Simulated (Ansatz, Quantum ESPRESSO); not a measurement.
This is a calculation of Ni3Ge for Quantum ESPRESSO 7.5. The cell comes from a database or a generator and needn't be the stable form of this composition.

Contents of pw.in:

```
&CONTROL
  calculation = 'scf'
  prefix = 'pwscf'
  outdir = './tmp'
  pseudo_dir = './pseudo'
  tprnfor = .true.
  tstress = .true.
  disk_io = 'low'
/
&SYSTEM
  ibrav = 0
  nat = 4
  ntyp = 2
  ecutwfc = 45
  ecutrho = 360
  nbnd = 48
  occupations = 'smearing'
  smearing = 'fd'
  degauss = 0.00367493
  nspin = 2
  starting_magnetization(1) = 0
  starting_magnetization(2) = 0.0556
/
&ELECTRONS
  conv_thr = 8d-10
  electron_maxstep = 120
  mixing_beta = 0.3
/
ATOMIC_SPECIES
Ge    72.6300 ge_pbesol_v1.4.uspp.F.UPF
Ni    58.6934 ni_pbesol_v1.4.uspp.F.UPF
CELL_PARAMETERS angstrom
   3.5303341067    0.0000000000    0.0000000000
   0.0000000000    3.5303341067    0.0000000000
   0.0000000000    0.0000000000    3.5303341067
ATOMIC_POSITIONS crystal
Ge     0.0000000000    0.0000000000    0.0000000000
Ni     0.5000000000    0.5000000000    0.0000000000
Ni     0.0000000000    0.5000000000    0.5000000000
Ni     0.5000000000    0.0000000000    0.5000000000
K_POINTS automatic
8 8 8 0 0 0
```

The input pp_density.in:

```
&INPUTPP
  prefix = 'pwscf'
  outdir = './tmp'
  filplot = 'density.dat'
  plot_num = 0
/
&PLOT
  nfile = 1
  filepp(1) = 'density.dat'
  iflag = 3
  output_format = 6
  fileout = 'density.cube'
/
```

File pp_potential.in:

```
&INPUTPP
  prefix = 'pwscf'
  outdir = './tmp'
  filplot = 'potential.dat'
  plot_num = 11
/
&PLOT
  nfile = 1
  filepp(1) = 'potential.dat'
  iflag = 3
  output_format = 6
  fileout = 'potential.cube'
/
```

The input pp_spin.in:

```
&INPUTPP
  prefix = 'pwscf'
  outdir = './tmp'
  filplot = 'spin.dat'
  plot_num = 6
/
&PLOT
  nfile = 1
  filepp(1) = 'spin.dat'
  iflag = 3
  output_format = 6
  fileout = 'spin.cube'
/
```

Potentials or basis: GBRV 1.5 PBEsol.

Command:

```bash
$ OMP_NUM_THREADS=1 mpirun -n 2 pw.x -nk 2 -in pw.in > pw.out
$ OMP_NUM_THREADS=1 mpirun -n 1 pp.x -in pp_density.in > pp_density.out
$ OMP_NUM_THREADS=1 mpirun -n 1 pp.x -in pp_potential.in > pp_potential.out
$ OMP_NUM_THREADS=1 mpirun -n 1 pp.x -in pp_spin.in > pp_spin.out
```

Task: What does the same run look like in Ansatz 0.2.0? Potentials or basis there: all-electron LAPW, scalar-relativistic.

Result: As run (cutoffs and basis follow the program's own potentials, and thresholds, step limits or extra output files can differ):

input.yaml

```yaml
crystal:
  lattice:
    - [3.5303341067, 0.0, 0.0]
    - [0.0, 3.5303341067, 0.0]
    - [0.0, 0.0, 3.5303341067]
  atoms:
    - { symbol: Ge, position: [0.0, 0.0, 0.0] }
    - { symbol: Ni, position: [0.5, 0.5, 0.0], spin: 1.0 }
    - { symbol: Ni, position: [0.0, 0.5, 0.5], spin: 1.0 }
    - { symbol: Ni, position: [0.5, 0.0, 0.5], spin: 1.0 }
kpoints:
  mp_grid: { grid: [8, 8, 8] }
scf:
  occupations: { method: fermi_dirac, width: 0.05 }
hamiltonian:
  xc: pbesol
  pseudopotentials: { kind: all_electron, lapw: { basis_error: 0.001 } }
magnetization:
  spin_polarized: true
output:
  forces: true
  stress: true
  eigenvalues: true
  populations: true
```

Potentials or basis: all-electron LAPW, scalar-relativistic.

Command:

```console
$ ansatz run input.yaml --threads 4 --pin off --max-ram 12288MiB --backend cpu --events-out ev --progress --plain --runs-dir out
```

Both were run:

|  | Quantum ESPRESSO | Ansatz |
| --- | --- | --- |
| Pressure | -1.2 GPa | -0.9 GPa |
| Net moment | 0.00 μB per cell | 0.00 μB per cell |
| Absolute moment | 0.00 μB per cell | 0.00 μB per cell |

Where Ansatz's input types no cutoff or centring, it takes its own default and a Γ-centred mesh.

The magnetic state is the one that the start led to; the real crystal's order can differ.

Pressure is positive in compression.
